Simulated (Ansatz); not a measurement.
# CsBr: pressure up to the limit of the methods

An exercise on one series of results from a longer session: the logs are not shown, and one member is left open.

The COD entry's cell or inner coordinates are ideal or old and differ from later refinements, so a difference from it is no clean test against experiment.

Computed with Ansatz 0.2.0 (DFT, r2SCAN, PAW with Ansatz's default frozen-core files, scalar-relativistic, unless a step's input says otherwise).

1 further run of the same task is left out (it didn't finish).

### The starting structure

Symmetry: Pm-3m, No. 221, cubic system. Conventional cell: a = 4.286 Å, b = 4.286 Å, c = 4.286 Å, α = 90.00°, β = 90.00°, γ = 90.00°. Cs (site symmetry m-3m) has 8 Br at 3.71 Å as nearest neighbours. Around Br (site symmetry m-3m) lie 8 Cs at 3.71 Å.

As a file:

```cif
data_structure
_symmetry_space_group_name_H-M 'Pm-3m'
_symmetry_Int_Tables_number 221
_cell_length_a 4.2860
_cell_length_b 4.2860
_cell_length_c 4.2860
_cell_angle_alpha 90.000
_cell_angle_beta 90.000
_cell_angle_gamma 90.000
_cell_volume 78.73
loop_
_atom_site_label
_atom_site_type_symbol
_atom_site_symmetry_multiplicity
_atom_site_Wyckoff_symbol
_atom_site_fract_x
_atom_site_fract_y
_atom_site_fract_z
_atom_site_occupancy
Cs1 Cs 1 a 0.00000 0.00000 0.00000 1
Br1 Br 1 b 0.50000 0.50000 0.50000 1
```

The file gives the conventional cell by its symmetry; the runs use the cell typed in the input.

Whether this phase is the stable one at these pressures isn't tested.

Atoms are numbered in the order of the input: Cs1, Br2.

The first run:

Input file input.yaml:

```yaml
crystal:
  lattice:
    - [4.286, 0.0, 0.0]
    - [0.0, 4.286, 0.0]
    - [0.0, 0.0, 4.286]
  atoms:
    - { symbol: Cs, position: [0.0, 0.0, 0.0] }
    - { symbol: Br, position: [0.5, 0.5, 0.5] }
kpoints:
  mp_grid: { grid: [7, 7, 7] }
scf:
  occupations: { method: fermi_dirac, width: 0.03 }
hamiltonian:
  xc: r2scan
  pseudopotentials: { kind: paw }
output:
  forces: true
  stress: true
  write_density: true
  write_potential: true
  elf: true
  volumetric_format: npy
relax:
  f_tol: 0.01
  max_steps: 30
```

Command:

```sh
> ansatz run input.yaml --threads 1 --pin off --max-ram 2048MiB --backend cpu --events-out ev --progress --plain --runs-dir out
```

Steps of the session up to this table: Atoms relaxed at the given volume, PAW; Volume scaled by 1, PAW; Atoms relaxed at 0.9 of the volume, PAW; Volume scaled by 0.9, PAW; Atoms relaxed at 0.55 of the volume, PAW; Volume scaled by 0.55, PAW; Atoms relaxed at 0.5 of the volume, PAW; Volume scaled by 0.5, PAW.

One table of the session follows, with a row left open; its other results are not shown here.

| method | volume over the first | volume (Å³/atom) | pressure (GPa) | gap (eV) |
| --- | --- | --- | --- | --- |
| PAW | 1 | 39.366 | 0.43 | 5.30 |
| PAW | 0.9 | 35.430 | 2.85 | 5.24 |
| PAW | 0.55 | ? | ? | ? |
| PAW | 0.5 | 19.683 | 66.21 | 2.37 |

**Question.** Estimate the row for PAW, 0.55.

**Answer.** volume (Å³/atom): 21.652; pressure (GPa): 45.92; gap (eV): 3.14. In the column «volume (Å³/atom)» it lies between PAW, 0.5 (19.683) and PAW, 0.9 (35.430).

Limits of these values: Warnings in the runs' records: stress scf threshold loose, gradients without spin orbit.
